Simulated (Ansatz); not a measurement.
Clamped-ion strain scan in Ti

The calculation used DFT r2SCAN, scalar-relativistic, plane waves, PAW in Ansatz 0.2.0. Cutoff 500 eV, Γ-centred 26×26×26 k-points, Gaussian smearing of 0.15 eV. No spin polarisation. Energies are free energies at this smearing, counted from the undisturbed cell; pressure is positive in compression.

Reference structure (relaxed at this level; this fcc form isn't the usual structure):

```
CELL_PARAMETERS angstrom
0.00000 2.05515 2.05515
2.05515 0.00000 2.05515
2.05515 2.05515 0.00000
ATOMIC_POSITIONS crystal
Ti 0.00000 0.00000 0.00000
```

The cell is strained by ε times the Voigt pattern (0, 0, 0, 0, 1, 0) (xx, yy, zz, yz, xz, xy; engineering shear) with fractional coordinates fixed. The cell is metallic on the mesh throughout.

ε, ΔE (meV/atom) and a bar:
```
  -0.1500       78.8 ##############################
  -0.0750       20.2 ########
   0.0000        0.0
   0.1125       45.2 #################
```